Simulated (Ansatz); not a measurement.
ZnO

The computed numbers are results of PBE, scalar-relativistic (no spin polarisation) in the plane-wave PAW code Ansatz at 420 eV, Γ-centred 12×12×8 mesh, 0.05 eV Gaussian smearing; PAW files: Ansatz's generated set soft_2.

```
CELL_PARAMETERS angstrom
3.27944 0.00000 0.00000
-1.63972 2.84008 0.00000
0.00000 0.00000 5.29346
ATOMIC_POSITIONS crystal
Zn 0.33333 0.66667 0.00151
Zn 0.66667 0.33333 0.50151
O 0.33333 0.66667 0.38059
O 0.66667 0.33333 0.88059
```

The chain of runs began from a measured cell (COD), expanded in volume.

The run above is the reference. The same cell was run again with other input settings; several of them aren't fit for production, so the rows show the settings' effect and aren't properties of the material.

| keys changed | outcome | ΔE (meV/atom) | P (GPa) | gap on the mesh (eV) | cell moment (μB) | largest force component (eV/Å) | SCF iterations | rough core-seconds | new warnings |
| --- | --- | --- | --- | --- | --- | --- | --- | --- | --- |
| none (reference) | converged | 0.0 | 0.0 | 0.74 | – | 0.000 | – | – | – |
| basis.ecutwfc: 420 → "36.7 Ry"; scf.occupations.method: "gaussian" → "fermi_dirac"; scf.occupations.width: 0.05 → 0.3 | converged | -2.6 | 0.1 | 0.75 | – | 0.002 | 7 | 13 | – |
| scf.convergence.dr2_threshold: 0.0001 | converged | 0.0 | 0.0 | 0.74 | – | 0.000 | 6 | 10 | force scf threshold loose; stress scf threshold loose |
| scf.eigensolver.kind: "davidson"; basis.precision: "f64"; scf.mixing.algorithm: "msr1"; scf.mixing.beta: 0.05; scf.mixing.ndim: 16 | converged | 0.0 | 0.0 | 0.74 | – | 0.000 | 6 | 16 | – |

These changes also left energy (to 0.1 meV/atom), pressure, gap, moment and forces as in the reference: scf.occupations.width: 0.05 → null; scf.occupations.method: "gaussian" → "tetrahedron_uncorrected"; kpoints.mp_grid.grid: [12, 12, 8] → [10, 10, 6]; scf.mixing.preconditioner: "resta" | scf.mixing.algorithm: "anderson"; scf.mixing.beta: 0.5; scf.mixing.ndim: 16 | crystal.symmetry: {"detect": false} | scf.mixing.algorithm: "anderson"; scf.mixing.beta: 0.2; scf.mixing.ndim: 16.

ΔE is the energy with the smearing extrapolated to zero. It is left out where the change alters the Hamiltonian or the spin treatment. The varied runs start from atomic densities (corrected by the program's trained start where that serves), with the default search for lower states unless a row changes it.

(1) What happens with these changes: scf.algorithm: "density_mixing"; basis.ecutwfc: 420 → "44.1 Ry"; hamiltonian.pseudopotentials: {"kind": "nc", "accuracy": "standard"}?

(2) What happens with these changes: scf.initial_density.chi_scale: 0.0; hamiltonian.dispersion: "d3bj"; basis.ecutwfc: 420 → "500 eV"?

Answers:

(1) outcome converged, P (GPa) -5.8, gap on the mesh (eV) 0.68, largest force component (eV/Å) 0.017, SCF iterations 8, rough core-seconds 21, new warnings cutoff below recommended.

(2) outcome converged, P (GPa) -2.9, gap on the mesh (eV) 0.75, largest force component (eV/Å) 0.002, SCF iterations 9, rough core-seconds 16.

Other pseudopotential files need their own cutoff; where it is too low, pressure and moments show the cutoff and not the files.

The pair part of a dispersion correction pulls inward (a three-body part mostly pushes out), and in metals and ionic crystals with large ions it often overbinds.

Of the reference: Semilocal functionals underestimate band gaps, commonly by a third or more. The relaxed cell is 4 % larger in volume than the cell of this structure in the Crystallography Open Database (11.90 Å³/atom, 2014).
